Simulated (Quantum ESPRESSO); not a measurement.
Nb:

```
Nb
1.0
     0.00000    2.11500    2.11500
     2.11500    0.00000    2.11500
     2.11500    2.11500    0.00000
Nb
1
Direct
  0.00000 0.00000 0.00000
```

This isn't the form of Nb at room conditions, which is bcc.

```yaml
Program: Quantum ESPRESSO 7.5
Task: single point
Functional: PBE
Potentials_or_basis: SSSP 1.3 efficiency PBE
Cutoff: 748 eV
Density_cutoff: 5987 eV
k_mesh: 11 × 11 × 11
Occupations: fermi-dirac, width 0.05 eV
Spin: no spin polarisation
```

On this cell: pressure -1.9 GPa; band gap on the k mesh none (metal or under the smearing width).

The same run follows on a disturbed copy (cell strained at random at fixed volume):

```
CELL_PARAMETERS angstrom
-0.04103 2.19338 2.10885
2.04640 0.04981 2.01800
2.12625 2.18239 -0.03004
ATOMIC_POSITIONS crystal
Nb 0.03008 0.99603 0.99978
```

Problem. What does the disturbed cell give?

Solution. The energy (extrapolated to zero smearing) moves by -19.3 meV/atom; pressure -2.3 GPa; band gap on the k mesh none (metal or under the smearing width).

Stress tensor (GPa, compression positive):
```
-2.94  0.44 -1.84
 0.44  2.38  1.00
-1.84  1.00 -6.35
```

The energy falls, though the first cell shows no forces: that form is unstable against this distortion, unless noise or another electronic state is at work.
